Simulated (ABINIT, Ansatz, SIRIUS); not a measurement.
One calculation of Sn, 4 ways

```
Sn
1.0
    -2.02919    2.02919    1.66076
     2.02919   -2.02919    1.66076
     2.02919    2.02919   -1.66076
Sn
1
Cartesian
  0.0000 0.0000 0.0000
```

This isn't the form of Sn at room conditions, which is tetragonal (white tin).

Alike in all runs: task single point; functional PBEsol; k mesh 10 × 10 × 10; occupations fermi-dirac, width 0.05 eV; no spin polarisation; no spin-orbit coupling. Pressure is positive in compression and, in plane waves, holds the error of the finite cutoff, which Ansatz's Pulay term estimates and takes out.

```csv
program and potentials,plane-wave cutoff (eV),notes,band gap (eV),pressure (GPa)
"Ansatz, Ansatz PAW",420,"potentials made for PBE, which Ansatz adapts in part; Pulay term of +0.03 GPa included",no gap,-1.93
"Ansatz, all-electron LAPW, scalar-relativistic",-,-,no gap,-1.93
"ABINIT, PseudoDojo NC SR PBEsol v0.4.1 standard",980,-,no gap,-1.86
"SIRIUS, PseudoDojo 0.4.1 PBEsol standard (scalar relativistic)",983,-,no gap,-1.85
```

None finds a gap. The pressure spans -1.93 (Ansatz, Ansatz PAW) to -1.85 GPa (SIRIUS, PseudoDojo 0.4.1 PBEsol standard (scalar relativistic)), with all-electron results at -1.93.

Differences between rows come from potentials, basis sets and numerical settings, since the functional is the same but for its coding. Runs on potential files found faulty are left out.

All four calculations describe a metal under slight tension: the negative pressures, from -1.93 to -1.85 GPa, mean that PBEsol favours a somewhat smaller volume for this cell shape. The close agreement between all-electron and pseudopotential results makes it unlikely that the tension comes from the treatment of the core. A cell taken from a functional that binds less tightly, such as PBE, would probably show the same sign.

The metallic character fits the packing. In this body-centred tetragonal lattice, the neighbours along the short axis are almost as close as those along the body diagonals, too many for tin's four valence electrons to form localised two-electron bonds with each. The s and p states instead spread into broad, overlapping bands, so the even electron count does not produce a gap. Grey tin, by contrast, has directional tetrahedral bonds and sits at the border between semimetal and semiconductor. The pressure alone doesn't show whether this lattice would keep its shape on relaxation or how its energy compares with that of white tin.
